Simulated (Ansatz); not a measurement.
The calculation used Ansatz, DFT PBE, scalar-relativistic, plane waves, PAW. All cells share a 420 eV cutoff and Γ-centred k meshes spaced at most about 0.3 Å⁻¹ (about 0.25 or finer for metals, 2π included). Spin is collinear.

These are static total energies at zero pressure.

**Question.** Which of these relaxed structures of NaF2 is the lowest in energy?
1. (parallel moments up to 0.5 μB) Space group P6_3mc (No. 186), hexagonal, a = 3.778 Å, c = 6.664 Å. Around Na lie 7 F at 2.34–2.48 Å; F on its first site has 4 Na at 2.34–2.48 Å and 6 F at 2.71–2.78 Å; F on its second site has 3 Na at 2.35 Å and 6 F at 2.71–2.78 Å.
2. (parallel moments up to 0.5 μB) Space group P6/mmm (No. 191), hexagonal, a = 3.836 Å, c = 3.095 Å. Na is surrounded by 12 F at 2.70 Å and 2 Na at 3.09 Å; around F lie 3 F at 2.21 Å and 6 Na at 2.70 Å.
3. (parallel moments up to 0.5 μB) Space group P-3m1 (No. 164), trigonal, a = 3.661 Å, c = 3.706 Å. Na has 6 F at 2.32 Å; F is surrounded by 3 Na at 2.32 Å and 6 F at 2.79–2.84 Å.

**Answer.** 1. The next of these, cell 3, lies 30 meV/atom higher. Counting F atoms around Na (those within 1.25 times the shortest such distance or 1.15 times the sum of covalent radii; the shortest distance is added where it is long for a bond): cell 1 has Na 7; cell 3 has Na 6; cell 2 has Na 12 from 2.7 Å. All come from invented guesses.

The magnetic state reached may not be the lowest. Cells relaxed within their symmetry can be saddle points. Some structure types and database cells were kept out of the candidates from the start, so a known form may be missing.
